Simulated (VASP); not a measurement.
A run of VASP 6.6.1 is set up as follows.

INCAR

```
  AGGAC = 1.0
  AGGAX = 1.0
  ALDAC = 0.0
  ALDAX = 1.0
  ALGO = Normal
  EDIFF = 1E-8
  ENCUT = 600
  GGA = B5
  ISIF = 2
  ISMEAR = 1
  IVDW = 11
  LASPH = True
  LCHARG = False
  LEFG = True
  LREAL = False
  LWAVE = False
  NELM = 80
  PREC = Accurate
  SIGMA = 0.1
  VDW_S6 = 1.0
  VDW_S8 = 1.682
  VDW_SR = 1.094
  VDW_SR8 = 1.0
```

The input KPOINTS:

```
k-points
0
Gamma
  7 7 7
```

The input POSCAR:

```
Sn
1.0
    0.0000000000      3.2333428000      3.2333428000
    3.2333428000      0.0000000000      3.2333428000
    3.2333428000      3.2333428000      0.0000000000
Sn
2
Cartesian
    4.8500142000      4.8500142000      4.8500142000
    3.2333428000      3.2333428000      3.2333428000
```

Potentials or basis: VASP PAW PBE potentials, release 64 (Sn_d_GW).

The run is started by

```sh
$ cat potpaw_PBE.64/Sn_d_GW/POTCAR > POTCAR
$ mpirun -np 1 vasp_std > vasp.out
```

**Question.** What does it give for the dispersion energy per atom?

**Answer.** -0.390 eV.

**Question.** Estimate the band gap on the k mesh.

**Answer.** None (metal or under the smearing width).

**Question.** What does it give for the pressure?

**Answer.** 5.1 GPa.

Electric field gradients, principal values (V/Å²):
| atom | Vxx | Vyy | Vzz |
| --- | --- | --- | --- |
| 1 Sn | 0.000 | 0.000 | 0.000 |
| 2 Sn | 0.000 | 0.000 | 0.000 |

Caveat: the PAW data sets were made with another functional, which shifts forces and pressure a little; pairwise dispersion overbinds metals, which lowers pressure and volume.
